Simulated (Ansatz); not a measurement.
Re, one cell by several methods

```
Re
1.0
     0.00000    1.93550    1.97500
     1.93550    0.00000    1.97500
     1.93550    1.93550    0.00000
Re
1
Cartesian
  0.0000 0.0000 0.0000
```

The conventional cell has a = 2.737 Å, b = 2.737 Å, c = 3.950 Å, α = 90.00°, β = 90.00°, γ = 90.00°. Re (atom 1) has 12 Re at 2.74 to 2.77 Å as nearest neighbours.

The geometry is COD entry 1534939, unchecked; take it as a test cell. The listed cell was then made from it by scaling, straining or moving an atom.

Spin–orbit coupling is left out, though it moves levels of the heavy atoms by tenths of an eV or more.

All numbers are computed: DFT, PBE, PAW with Ansatz's default frozen-core files, scalar-relativistic (Ansatz 0.2.0); DFT, PBE, all-electron PAW with datasets made for the crystal, scalar-relativistic (Ansatz 0.2.0); DFT, PBE, all-electron LAPW, scalar-relativistic (Ansatz 0.2.0).

For PAW: a Γ-centred 14×14×14 k mesh, Fermi–Dirac smearing of 0.03 eV, cutoff 420 eV, no spin polarisation. The crystal-made all-electron datasets (AE datasets) take a cutoff of 280 eV at this cell. LAPW targets a basis error of 1 meV/atom. The Ansatz runs share mesh, smearing and spin set-up. Plane-wave (PAW) pressures include the program's estimate of the Pulay term.

Stress and pressure are positive in compression.

The change that made this cell: equal xx and yy strain of -2 %.

Spin–orbit coupling is left out, which moves gradients at and beside heavy atoms by some per cent and at worst by a factor of two.

In a metal, gradients converge slowly with the k mesh: the values move by tens of per cent from one mesh to another, at times in sign, so only the comparison on one mesh counts.

```
                            quantity    PAW  AE datasets  LAPW
                      pressure (GPa)   4.99         5.08  5.09
                     stress xx (GPa)   6.68         6.77  6.78
                     stress zz (GPa)   1.61         1.70  1.70
field gradient Vzz at Re (10²¹ V/m²)  -2.27        -2.24     –
```

PAW's pressure differs from the LAPW value by -0.10 GPa.
